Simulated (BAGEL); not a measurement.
# C4H6O2 (gamma-butyrolactone): HF/STO-3G (density fitting with cc-pvqz-jkfit)

Aim: the vertical ionisation energy of C4H6O2 (gamma-butyrolactone) at HF/STO-3G (density fitting with cc-pvqz-jkfit), from 2 runs. 

The calculation is run with BAGEL 1.2.2.

3 further runs of the same task are left out: 1 that didn't finish, 2 set aside as unsound or not needed. Runs told in other sessions of the task aren't counted.

## (1) The molecule

C4H6O2: 12 atoms, total charge 0, spin state singlet. As SMILES, `O=C1CCCO1`. The shape is that of a PBE0-D4/def2-TZVP optimisation. This is one conformer, not always the lowest.

Bond lengths: O1–C2 1.192 Å, C2–C3 1.514 Å, C3–C4 1.519 Å, C4–C5 1.524 Å, C2–O6 1.353 Å, C5–O6 1.428 Å, C3–H7 1.095 Å, C3–H8 1.088 Å, C4–H9 1.092 Å, C4–H10 1.090 Å, C5–H11 1.095 Å, C5–H12 1.090 Å. Some angles: O1–C2–C3 128.5°, O1–C2–O6 122.4°, C3–C2–O6 109.1°, C2–C3–C4 103.5°, C3–C4–C5 101.7°, C4–C5–O6 105.6°, C2–O6–C5 110.9°, C2–C3–H7 107.4°, C2–C3–H8 110.2°, C4–C3–H7 112.2°.

## (2) A single-point energy at HF/STO-3G (density fitting with cc-pvqz-jkfit)

hf.json

```json
{ "bagel": [

{
  "title": "molecule",
  "basis": "sto-3g",
  "df_basis": "cc-pvqz-jkfit",
  "angstrom": "true",
  "geometry": [
    { "atom": "O", "xyz": [      -1.440210,      -0.707370,       2.069640 ] },
    { "atom": "C", "xyz": [      -0.866880,      -0.389070,       1.074120 ] },
    { "atom": "C", "xyz": [       0.613050,      -0.479620,       0.768280 ] },
    { "atom": "C", "xyz": [       0.783000,       0.434100,      -0.432930 ] },
    { "atom": "C", "xyz": [      -0.597980,       0.360380,      -1.073780 ] },
    { "atom": "O", "xyz": [      -1.509320,       0.126420,       0.000950 ] },
    { "atom": "H", "xyz": [       0.834950,      -1.524410,       0.528240 ] },
    { "atom": "H", "xyz": [       1.196220,      -0.211880,       1.647420 ] },
    { "atom": "H", "xyz": [       0.991940,       1.455610,      -0.107200 ] },
    { "atom": "H", "xyz": [       1.573870,       0.128000,      -1.117440 ] },
    { "atom": "H", "xyz": [      -0.676290,      -0.470800,      -1.782070 ] },
    { "atom": "H", "xyz": [      -0.902350,       1.278630,      -1.575250 ] }
  ]
},

{ "title": "hf" },

{ "title": "print", "file": "orbitals.molden", "orbitals": "true" }

]}
```

On the command line:

```
BAGEL_NUM_THREADS=1 BAGEL hf.json > hf.out
```

Log:

```text
* using 1 threads per process

  ===============================================================
  ===============================================================

  *** Geometry ***

  { "atom" : "O", "xyz" : [     -2.721602,     -1.336736,      3.911053 ] },
  { "atom" : "C", "xyz" : [     -1.638166,     -0.735236,      2.029793 ] },
  { "atom" : "C", "xyz" : [      1.158497,     -0.906350,      1.451839 ] },
  { "atom" : "C", "xyz" : [      1.479656,      0.820330,     -0.818119 ] },
  { "atom" : "C", "xyz" : [     -1.130018,      0.681020,     -2.029150 ] },
  { "atom" : "O", "xyz" : [     -2.852201,      0.238899,      0.001795 ] },
  { "atom" : "H", "xyz" : [      1.577827,     -2.880717,      0.998229 ] },
  { "atom" : "H", "xyz" : [      2.260528,     -0.400395,      3.113173 ] },
  { "atom" : "H", "xyz" : [      1.874495,      2.750704,     -0.202579 ] },
  { "atom" : "H", "xyz" : [      2.974183,      0.241885,     -2.111656 ] },
  { "atom" : "H", "xyz" : [     -1.278003,     -0.889683,     -3.367624 ] },
  { "atom" : "H", "xyz" : [     -1.705194,      2.416261,     -2.976791 ] },

  Number of auxiliary basis functions:      942

  Since a DF basis is specified, we compute 2- and 3-index integrals:
    o Being stored without compression. Storage requirement is 0.010 GB

  Number of basis functions:       36
  Number of electrons      :       46

    * METHOD: MOLECULE                             1.09

  *** RHF ***

  === Nuclear Repulsion ===
   242.0217485082

      * DIIS with orbital gradients will be used.

  === RHF iteration (sto-3g) ===
      0       -300.63139319          0.02154769           0.08
      1       -300.75918126          0.01370783           0.09
      2       -300.81549452          0.00179888           0.09
      3       -300.81762002          0.00073407           0.09
      4       -300.81808194          0.00024748           0.09
      5       -300.81816276          0.00004978           0.09
      6       -300.81816519          0.00001094           0.09
      7       -300.81816528          0.00000340           0.08
      8       -300.81816529          0.00000093           0.09
      9       -300.81816529          0.00000032           0.09
     10       -300.81816529          0.00000015           0.09
     11       -300.81816529          0.00000007           0.09
     12       -300.81816529          0.00000003           0.09
     13       -300.81816529          0.00000001           0.09
    * SCF iteration converged.

    * Permanent dipole moment:
           (   -1.029193,    -0.179130,     0.823936) a.u.

    * METHOD: HF                                   1.42

    * METHOD: PRINT                                0.00

  ===============================================================
```

It took 2.7 s on 1 thread of Arm Neoverse V1, shared host; peak memory 0.1 GiB.

## (3) The doublet cation, same level

job.json

```json
{ "bagel": [

{
  "title": "molecule",
  "basis": "sto-3g",
  "df_basis": "cc-pvqz-jkfit",
  "angstrom": true,
  "geometry": [
    { "atom": "O", "xyz": [   -1.440210,   -0.707370,    2.069640 ] },
    { "atom": "C", "xyz": [   -0.866880,   -0.389070,    1.074120 ] },
    { "atom": "C", "xyz": [    0.613050,   -0.479620,    0.768280 ] },
    { "atom": "C", "xyz": [    0.783000,    0.434100,   -0.432930 ] },
    { "atom": "C", "xyz": [   -0.597980,    0.360380,   -1.073780 ] },
    { "atom": "O", "xyz": [   -1.509320,    0.126420,    0.000950 ] },
    { "atom": "H", "xyz": [    0.834950,   -1.524410,    0.528240 ] },
    { "atom": "H", "xyz": [    1.196220,   -0.211880,    1.647420 ] },
    { "atom": "H", "xyz": [    0.991940,    1.455610,   -0.107200 ] },
    { "atom": "H", "xyz": [    1.573870,    0.128000,   -1.117440 ] },
    { "atom": "H", "xyz": [   -0.676290,   -0.470800,   -1.782070 ] },
    { "atom": "H", "xyz": [   -0.902350,    1.278630,   -1.575250 ] }
  ]
},
{
  "title": "uhf",
  "charge": 1,
  "nopen": 1
},
{
  "title": "print",
  "file": "orbitals.molden",
  "orbitals": true
}

]}
```

On the command line:

```
BAGEL_NUM_THREADS=1 BAGEL job.json > job.out
```

Log:

```text
* using 1 threads per process

  ===============================================================
  ===============================================================

  *** Geometry ***

  { "atom" : "O", "xyz" : [     -2.721602,     -1.336736,      3.911053 ] },
  { "atom" : "C", "xyz" : [     -1.638166,     -0.735236,      2.029793 ] },
  { "atom" : "C", "xyz" : [      1.158497,     -0.906350,      1.451839 ] },
  { "atom" : "C", "xyz" : [      1.479656,      0.820330,     -0.818119 ] },
  { "atom" : "C", "xyz" : [     -1.130018,      0.681020,     -2.029150 ] },
  { "atom" : "O", "xyz" : [     -2.852201,      0.238899,      0.001795 ] },
  { "atom" : "H", "xyz" : [      1.577827,     -2.880717,      0.998229 ] },
  { "atom" : "H", "xyz" : [      2.260528,     -0.400395,      3.113173 ] },
  { "atom" : "H", "xyz" : [      1.874495,      2.750704,     -0.202579 ] },
  { "atom" : "H", "xyz" : [      2.974183,      0.241885,     -2.111656 ] },
  { "atom" : "H", "xyz" : [     -1.278003,     -0.889683,     -3.367624 ] },
  { "atom" : "H", "xyz" : [     -1.705194,      2.416261,     -2.976791 ] },

  Number of auxiliary basis functions:      942

  Since a DF basis is specified, we compute 2- and 3-index integrals:
    o Being stored without compression. Storage requirement is 0.010 GB

  Number of basis functions:       36
  Number of electrons      :       46

    * METHOD: MOLECULE                             1.14

  *** Open-shell HF ***

  === Nuclear Repulsion ===
   242.0217485082

      * DIIS with orbital gradients will be used.

  === UHF iteration (sto-3g) ===
      0       -300.34471139          0.04521548           0.18
      1       -300.49428501          0.03049529           0.16
      2       -300.55209517          0.01623158           0.18
      3       -300.57992680          0.00403923           0.18
      4       -300.58685834          0.00200092           0.18
      5       -300.58878120          0.00077685           0.17
      6       -300.58917880          0.00041379           0.18
      7       -300.58933959          0.00020688           0.18
      8       -300.58938502          0.00013904           0.18
      9       -300.58940574          0.00009800           0.17
     10       -300.58941962          0.00007322           0.18
     11       -300.58942596          0.00005849           0.18
     12       -300.58943062          0.00004444           0.17
     13       -300.58943488          0.00001918           0.17
     14       -300.58943560          0.00000929           0.18
     15       -300.58943576          0.00000488           0.18
     16       -300.58943580          0.00000270           0.17
     17       -300.58943582          0.00000170           0.18
     18       -300.58943582          0.00000092           0.18
     19       -300.58943582          0.00000055           0.18
     20       -300.58943582          0.00000043           0.16
     21       -300.58943582          0.00000036           0.18
     22       -300.58943582          0.00000027           0.18
     23       -300.58943582          0.00000017           0.18
     24       -300.58943582          0.00000010           0.16
     25       -300.58943582          0.00000005           0.18
     26       -300.58943582          0.00000003           0.18
     27       -300.58943582          0.00000002           0.17
     28       -300.58943582          0.00000001           0.17
     29       -300.58943582          0.00000000           0.18
    * SCF iteration converged.

    * S^2 (UHF) is 0.7729

    * Permanent dipole moment:
           (   -0.492941,     0.261238,    -0.178635) a.u.

    * METHOD: UHF                                  5.44

    * METHOD: PRINT                                0.00

  ===============================================================
```

Run time: 6.9 s. Hardware: 1 thread of Arm Neoverse V1, shared host; peak memory 0.1 GiB.

## (4) Results

Level: HF/STO-3G (density fitting with cc-pvqz-jkfit).

| quantity | value |
| --- | --- |
| singlet C4H6O2: total energy | -300.81817 Eh |
| singlet C4H6O2: dipole moment | 3.38 D |
| singlet C4H6O2: HOMO energy | -8.93 eV |
| singlet C4H6O2: LUMO energy | 8.70 eV |
| singlet C4H6O2: HOMO–LUMO gap | 17.63 eV |
| doublet cation: total energy | -300.58944 Eh |
| doublet cation: ⟨S²⟩ | 0.773 |
| vertical ionisation energy (to the doublet cation) | 6.224 eV |

In words: The vertical ionisation energy comes to 6.22 eV (144 kcal/mol). −ε(HOMO) before ionisation, 8.93 eV, is 2.70 eV above this ionisation energy. In a minimal basis such a difference can be off by several eV, whatever the method.
